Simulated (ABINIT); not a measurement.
# GaAs (F-43m) in ABINIT: notebook

The runs below take GaAs through single point, relaxation of cell and atoms, with LDA, PBE.

Everything below comes from runs of ABINIT 10.8.3 (patched build). Logs are shortened: lines on timing, memory, paths and dates and some standing lists are left out, and cuts for length are marked. The log counts tension as positive stress, the text compression.

**Measured values to compare with.**

From “Evidence of valence band perturbations in GaAsN/GaAs(001): A combined variable-angle spectroscopic ellipsometry and modulated photoreflectance investigation”, 2008, arxiv:0805.2212, for a bulk crystal of GaAs at 300 K: band gap 1.418 ± 0.005 eV (direct).

The runs below are set against these values where they give the same quantity.

**1. Starting point**

The structure is cubic, space group F-43m (No. 216). Conventional cell: a = 5.654 Å, b = 5.654 Å, c = 5.654 Å, α = 90.00°, β = 90.00°, γ = 90.00°. As (site symmetry -43m) has 4 Ga at 2.45 Å as nearest neighbours. Around Ga (site symmetry -43m) lie 4 As at 2.45 Å.

**2. Single point, LDA**

run.abi

```
pp_dirpath "./"
pseudos "As.upf, Ga.upf"

acell 3*1.0
rprim
     0.0000000000     5.3419722954     5.3419722954
     5.3419722954     0.0000000000     5.3419722954
     5.3419722954     5.3419722954     0.0000000000
ntypat 2
znucl 33 31
natom 2
typat 1 2
xcart
     4.2402750000     4.2402750000     4.2402750000
     0.0000000000     0.0000000000     0.0000000000 Angstrom

ecut 1088.455450 eV

kptopt 1
ngkpt 6 6 6
nshiftk 1
shiftk 0.0 0.0 0.0

ixc 7

nband 18
occopt 3
tsmear 0.05 eV

nstep 100
tolvrs 1.0e-10

iomode 3
prtwf 0
prtden 0
prteig 0
prtebands 0
enunit 2
```

Potentials or basis: PseudoDojo NC SR LDA v0.4.1 standard.

Started as:

```sh
> mpirun --bind-to none -np 4 abinit run.abi > log 2>&1
```

run.abo:

```text
.Version 10.8.3 of ABINIT
 Symmetries : space group F-4 3 m (#216); Bravais cF (face-center cubic)
================================================================================
 Values of the parameters that define the memory need of the present run
     intxc =       0    ionmov =       0      iscf =       7    lmnmax =       6
     lnmax =       6     mgfft =      45  mpssoang =       3    mqgrid =    3001
     natom =       2  nloc_mem =       1    nspden =       1   nspinor =       1
    nsppol =       1      nsym =      24    n1xccc =    2501    ntypat =       2
    occopt =       3   xclevel =       1
       mpw =        3703          nfft =       91125          nkpt =          16
================================================================================
================================================================================

--------------------------------------------------------------------------------
------------- Echo of variables that govern the present computation ------------
--------------------------------------------------------------------------------
 -outvars: echo values of preprocessed input variables --------
            acell      1.0000000000E+00  1.0000000000E+00  1.0000000000E+00 Bohr
              amu      7.49215900E+01  6.97230000E+01
             ecut      4.00000000E+01 Hartree
           enunit           2
              ixc           7
         kptrlatt        6    0    0      0    6    0      0    0    6
          kptrlen      4.53281380E+01
            natom           2
            nband          18
            ngfft          45      45      45
             nkpt          16
            nstep         100
             nsym          24
           ntypat           2
           occopt           3
           prtden           0
        prtebands           0
           prteig           0
            prtwf           0
            rprim      0.0000000000E+00  5.3419722954E+00  5.3419722954E+00
                       5.3419722954E+00  0.0000000000E+00  5.3419722954E+00
                       5.3419722954E+00  5.3419722954E+00  0.0000000000E+00
          spgroup         216
           tolvrs      1.00000000E-10
           tsmear      1.83746611E-03 Hartree
            typat      1  2
           xangst      4.2402750000E+00  4.2402750000E+00  4.2402750000E+00
                       2.8753478242E-09  2.8753478242E-09  2.8753478242E-09
            xcart      8.0129584485E+00  8.0129584485E+00  8.0129584485E+00
                       5.4336199045E-09  5.4336199045E-09  5.4336199045E-09
             xred      7.5000000051E-01  7.5000000051E-01  7.5000000051E-01
                       5.0857806855E-10  5.0857806855E-10  5.0857806855E-10
            znucl       33.00000   31.00000

================================================================================

 chkinp: Checking input parameters for consistency.

[... 106 lines left out ...]
       0.000000000509      0.000000000509      0.000000000509
 rms dE/dt=  1.1900E-29; max dE/dt=  1.6829E-29; dE/dt below (all hartree)
    1       0.000000000000     -0.000000000000     -0.000000000000
    2       0.000000000000      0.000000000000      0.000000000000

 cartesian coordinates (angstrom) at end:
    1      4.24027500000000     4.24027500000000     4.24027500000000
    2      0.00000000287535     0.00000000287535     0.00000000287535

 cartesian forces (hartree/bohr) at end:
    1      0.00000000000000    -0.00000000000000    -0.00000000000000
    2     -0.00000000000000     0.00000000000000     0.00000000000000
 frms,max,avg= 1.5081108E-30 2.3627555E-30   0.000E+00  0.000E+00  0.000E+00 h/b

 cartesian forces (eV/Angstrom) at end:
    1      0.00000000000000    -0.00000000000000    -0.00000000000000
    2     -0.00000000000000     0.00000000000000     0.00000000000000
 frms,max,avg= 7.7550175E-29 1.2149777E-28   0.000E+00  0.000E+00  0.000E+00 e/A
 length scales=  1.000000000000  1.000000000000  1.000000000000 bohr
              =  0.529177210544  0.529177210544  0.529177210544 angstroms
 Fermi (or HOMO) energy (hartree) =   0.14564   Average Vxc (hartree)=  -0.38098
 Eigenvalues (hartree) for nkpt=  16  k points:
 kpt#   1, nband= 18, wtk=  0.00463, kpt=  0.0000  0.0000  0.0000 (reduced coord)
  -1.15836   -1.15836   -1.15836   -1.15798   -1.15798   -0.40870   -0.40870   -0.40870
  -0.40583   -0.40583   -0.33040    0.13949    0.13949    0.13949    0.14964    0.27495
   0.27495    0.27495
      occupation numbers for kpt#   1
   2.00000    2.00000    2.00000    2.00000    2.00000    2.00000    2.00000    2.00000
   2.00000    2.00000    2.00000    1.93212    1.93212    1.93212    0.20419    0.00000
   0.00000    0.00000
 prteigrs : prtvol=0 or 1, do not print more k-points.

 Fermi (or HOMO) energy (eV) =   3.96313   Average Vxc (eV)= -10.36694
 Eigenvalues (   eV  ) for nkpt=  16  k points:
 kpt#   1, nband= 18, wtk=  0.00463, kpt=  0.0000  0.0000  0.0000 (reduced coord)
 -31.52058  -31.52058  -31.52058  -31.51023  -31.51023  -11.12118  -11.12118  -11.12118
 -11.04320  -11.04320   -8.99072    3.79570    3.79570    3.79570    4.07184    7.48172
   7.48172    7.48172
 prteigrs : prtvol=0 or 1, do not print more k-points.

--- !EnergyTerms
iteration_state     : {dtset: 1, }
comment             : Components of total free energy in Hartree
kinetic             :  1.38590206116079E+02
hartree             :  5.73498054613610E+01
xc                  : -4.39587554103191E+01
Ewald energy        : -9.91764168889747E+01
psp_core            :  4.83382799476464E+00
local_psp           : -1.51119997841590E+02
non_local_psp       : -8.88797986868870E+01
internal            : -1.82361129255566E+02
'-kT*entropy'       : -1.32307811596451E-05
total_energy        : -1.82361142486347E+02
total_energy_eV     : -4.96229948445437E+03
band_energy         : -1.61073296653455E+01
...

 Cartesian components of stress tensor (hartree/bohr^3)
  sigma(1 1)=  7.16885770E-05  sigma(3 2)=  0.00000000E+00
  sigma(2 2)=  7.16885770E-05  sigma(3 1)=  0.00000000E+00
  sigma(3 3)=  7.16885770E-05  sigma(2 1)=  0.00000000E+00

-Cartesian components of stress tensor (GPa)         [Pressure= -2.1092E+00 GPa]
- sigma(1 1)=  2.10915075E+00  sigma(3 2)=  0.00000000E+00
- sigma(2 2)=  2.10915075E+00  sigma(3 1)=  0.00000000E+00
- sigma(3 3)=  2.10915075E+00  sigma(2 1)=  0.00000000E+00

== END DATASET(S) ==============================================================
================================================================================

 -outvars: echo values of variables after computation  --------
            acell      1.0000000000E+00  1.0000000000E+00  1.0000000000E+00 Bohr
           etotal     -1.8236114249E+02
            fcart      2.3627555116E-30 -7.8758517052E-31 -7.8758517052E-31
                      -2.3627555116E-30  7.8758517052E-31  7.8758517052E-31
            rprim      0.0000000000E+00  5.3419722954E+00  5.3419722954E+00
                       5.3419722954E+00  0.0000000000E+00  5.3419722954E+00
                       5.3419722954E+00  5.3419722954E+00  0.0000000000E+00
           strten      7.1688577013E-05  7.1688577013E-05  7.1688577013E-05
                       0.0000000000E+00  0.0000000000E+00  0.0000000000E+00
           xangst      4.2402750000E+00  4.2402750000E+00  4.2402750000E+00
                       2.8753478242E-09  2.8753478242E-09  2.8753478242E-09
             xred      7.5000000051E-01  7.5000000051E-01  7.5000000051E-01
                       5.0857806855E-10  5.0857806855E-10  5.0857806855E-10
 Calculation completed.
```

Run time: 22 s. Hardware: 4 MPI ranks of Intel Xeon Platinum 8259CL at 2.50GHz (Skylake/Cascade Lake), shared host; peak memory 0.28 GiB.

What came out:

- Free energy: -4962.2995 eV
- Pressure: -2.1 GPa
- Band gap on the k mesh: 0.28 eV, direct
- Valence electrons inside the program's atomic spheres: As 12.39; Ga 10.84

Levels at points of the mesh, in eV from the valence-band top:
```csv
k point,band 12,band 13,band 14,band 15,band 16,band 17
"(0.00, 0.00, 0.00)",0.00,0.00,0.00,0.28,3.69,3.69
"(0.50, 0.00, 0.00)",-6.70,-1.14,-1.14,0.84,4.60,4.60
"(0.50, 0.50, 0.00)",-6.88,-2.69,-2.69,1.35,1.56,10.04
```

**3. Relaxation of cell and atoms, PBE**

run.abi

```
pp_dirpath "./"
pseudos "As.GGA_PBE-ansatz.xml, Ga.GGA_PBE-ansatz.xml"

acell 7.55468967 7.55468967 7.55468967
rprim
     0.0000000000     0.7071067812     0.7071067812
     0.7071067812     0.0000000000     0.7071067812
     0.7071067812     0.7071067812     0.0000000000
ntypat 2
znucl 33 31
natom 2
typat 1 2
chkprim 0
chksymtnons 0
tolsym 1.0e-6
xred
            3/4            3/4            3/4
            0.0            0.0            0.0

ecut 419.055348 eV
pawecutdg 30.8
pawxcdev 0
pawovlp -1
ecutsm 0.5

kptopt 1
ngkpt 6 6 6
nshiftk 1
shiftk 0.0 0.0 0.0

ixc 11

nband 18
occopt 3
tsmear 0.05 eV

nstep 80
tolvrs 1.0e-10

iomode 3
prteig 0
prtebands 0
prtwf 0
prtden 0

ionmov 2
optcell 2
ntime 50
tolmxf 2.0e-5
dilatmx 1.08
```

Potentials or basis: Ansatz PAW PBE default generated set, frozen core.

Started as:

```sh
> abinit run.abi > log 2>&1
```

Run time: 2.2 min. Hardware: 1 thread of Arm Neoverse V1, shared host; peak memory 0.25 GiB.

The run converged. Its results:

```yaml
Free_energy: -5250.7935 eV
Relaxed_volume: 23.71 Å³/atom
Relaxed_cell: a = 4.063 Å, b = 4.063 Å, c = 4.063 Å, α = 60.00°, β = 60.00°, γ = 60.00°
Space_group_after_relaxing_to_0.05_Å: F-43m (No. 216)
Energy_gained_by_relaxing: 10.8 meV/atom
Ionic_steps: 5
Pressure_after_relaxing: 0.0 GPa
Band_gap_on_the_k_mesh: 0.16 eV, direct
```

The path:
```csv
step,energy change (eV),largest force (eV/Å),pressure (GPa),volume (Å³)
1,0.0000,0.0000,3.26,45.18
2,-0.0082,0.0000,2.52,45.63
3,-0.0216,0.0000,0.19,47.27
4,-0.0217,0.0000,0.02,47.41
5,-0.0217,0.0000,0.00,47.43
```

Final structure:
```xyz
2
Lattice="0.0000 2.8730 2.8730 2.8730 0.0000 2.8730 2.8730 2.8730 0.0000" Properties=species:S:1:pos:R:3 pbc="T T T"
As    4.3095    4.3095    4.3095
Ga    0.0000    0.0000    0.0000
```

Caveat: the atomic spheres overlap.

**4. Single point, PBE (cell relaxed)**

run.abi

```
pp_dirpath "./"
pseudos "As.GGA_PBE-ansatz.xml, Ga.GGA_PBE-ansatz.xml"

acell 3*1.0 Angstrom
rprim
     0.0000000000     2.8729791700     2.8729791700
     2.8729791700     0.0000000000     2.8729791700
     2.8729791700     2.8729791700     0.0000000000
ntypat 2
znucl 33 31
natom 2
typat 1 2
xred
     0.7500000000     0.7500000000     0.7500000000
     0.0000000000     0.0000000000     0.0000000000
chkprim 0
chksymtnons 0
tolsym 1.0e-6

ecut 419.055348 eV
pawecutdg 30.8
pawxcdev 0
pawovlp 30

kptopt 1
ngkpt 6 6 6
nshiftk 1
shiftk 0.0 0.0 0.0

ixc 11

nband 18
occopt 3
tsmear 0.00183747

nstep 100
tolvrs 1.0e-9

iomode 3
prtwf 0
prteig 0
prtebands 0
prtden 1
prtvha 1
prtvclmb 1
prtpot 1
```

Started as:

```sh
> abinit run.abi > log 2>&1
```

It took 36 s on 1 thread of Arm Neoverse V1, shared host; peak memory 0.25 GiB.

It converged, with:

```yaml
Free_energy: -5250.7938 eV
Pressure: 0.0 GPa
Band_gap_on_the_k_mesh: 0.16 eV, direct
```

Levels at points of the mesh, in eV from the valence-band top:
| k point | band 11 | band 12 | band 13 | band 14 | band 15 | band 16 | band 17 | band 18 |
| --- | --- | --- | --- | --- | --- | --- | --- | --- |
| (0.00, 0.00, 0.00) | -12.39 | 0.00 | 0.00 | 0.00 | 0.16 | 3.72 | 3.72 | 3.72 |
| (0.50, 0.00, 0.00) | -10.77 | -6.38 | -1.07 | -1.07 | 0.87 | 4.62 | 4.62 | 7.70 |
| (0.50, 0.50, 0.00) | -10.10 | -6.60 | -2.51 | -2.51 | 1.55 | 1.68 | 9.79 | 9.79 |

Caveat: the atomic spheres overlap.

**5. The runs side by side**

| task | level | potentials or basis | cell | cutoff (eV) | cell freedom (optcell) | optimiser (ionmov) | cutoff smearing ecutsm (Ha) | force stop (Ha/bohr) | fine-grid cutoff | gap on the mesh (eV) | pressure (GPa) |
| --- | --- | --- | --- | --- | --- | --- | --- | --- | --- | --- | --- |
| single point | LDA | PseudoDojo NC SR LDA v0.4.1 standard | as given | 1088 | - | - | - | - | - | 0.28 | -2.1 |
| relaxation of cell and atoms | PBE | Ansatz PAW PBE default generated set, frozen core | relaxed | 419 | 2 | 2 | 0.5 | 2e-05 | 838.111 eV | 0.16 | 0.0 |
| single point | PBE | Ansatz PAW PBE default generated set, frozen core | cell relaxed | 419 | - | - | - | - | 838.111 eV | 0.16 | 0.0 |

Alike in all rows: no spin polarisation; k mesh 6 × 6 × 6; smearing fermi-dirac 0.05 eV.

Caveats: the atomic spheres overlap (some runs).

Total energies depend on the potentials used, so only differences within one code and one set of settings carry meaning.

**6. Against experiment**

Step 2. A measured gap of GaAs is 1.418 eV (direct; 300 K; “Evidence of valence band perturbations in GaAsN/GaAs(001): A combined variable-angle spectroscopic ellipsometry and modulated photoreflectance investigation”, 2008, arxiv:0805.2212); the calculated 0.28 eV misses it by -1.14 eV. So large a miss can be the level of theory's own, or it may mean another phase, state or a wrong row. 3 values of this kind are on record (1.412 to 1.51 eV); this one was drawn at random among those near their median, those with a stated uncertainty first. Spin-orbit coupling on As, Ga is left out. The value is that of LDA, without temperature or zero-point motion. Semilocal functionals fall short of measured gaps as a rule.
